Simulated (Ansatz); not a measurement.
An elastic constant from a strain scan in P

These are results of DFT PBEsol+D3(BJ), scalar-relativistic, plane waves, PAW in Ansatz 0.2.0, not measurements. Cutoff 420 eV, Γ-centred 24×24×24 k-points, Gaussian smearing of 0.15 eV. No spin polarisation. Energies are free energies at this smearing, counted from the undisturbed cell; pressure is positive in compression.

The starting cell (relaxed at this level; this form isn't the usual structure):

```
P
1.0
     1.69670    0.97959    2.77752
    -1.69670    0.97959    2.77752
     0.00000   -1.95918    2.77752
P
2
Direct
  0.24129 0.24129 0.24129
  0.75871 0.75871 0.75871
```

The cell is strained by ε times the Voigt pattern (1, 0, 0, 0, 0, 0) (xx, yy, zz, yz, xz, xy; engineering shear) with fractional coordinates fixed. The cell holds 2 atoms in V0 = 27.70 Å³. The stress column is τ = (1/V0) dE/dε, got from the stress tensor σ (compression positive) at each point as −det(1 + εP) σ : P(1 + εP)⁻¹, with P the pattern as a tensor.

| ε | ΔE (meV/atom) | τ (GPa) |
| --- | --- | --- |
| -0.0400 | 19.922 | -11.795 |
| -0.0300 | 11.109 | -8.619 |
| -0.0200 | 4.957 | -5.653 |
| -0.0100 | 1.286 | -2.857 |
| 0.0000 | 0.000 | -0.132 |
| 0.0100 | 1.011 | 2.435 |
| 0.0200 | 4.146 | 4.786 |
| 0.0300 | 9.238 | 6.975 |
| 0.0350 | 12.480 | 8.022 |
| 0.0400 | ? | ? |

**Question.** Which combination of elastic constants does this scan measure, and how large is it?

**Answer.** For small ε, τ = τ0 + Kε with K = pᵀCp, which for this pattern is C11 in the Cartesian frame shown. The parabola through τ at ε = -0.0100, 0 and 0.0100 has slope K = 265 GPa at zero. The energies per cell, E = NΔE, of the same two points give K = 2[E(ε₊)/ε₊ − E(ε₋)/ε₋]/[(ε₊ − ε₋)V0] = 266 GPa, in agreement. These are clamped-ion values.

**Question.** Predict the withheld row at ε = 0.0400 from the harmonic law, and compare.

**Answer.** ΔE = V0(τ0 ε + Kε²/2)/N = 17.842 meV/atom and τ = 10.45 GPa. The calculation gives 16.169 meV/atom and 9.04 GPa: the energy lies 9 % below the harmonic value, as bonds soften when stretched.

Forces appear on the atoms along this scan, and letting them relax would lower the energy and soften the response. In a metal these slopes depend on the k mesh and the smearing.

Cost: 10 runs of about 3.3 core-minutes in all, on AMD EPYC 9R45 (Zen 5) (shared hosts).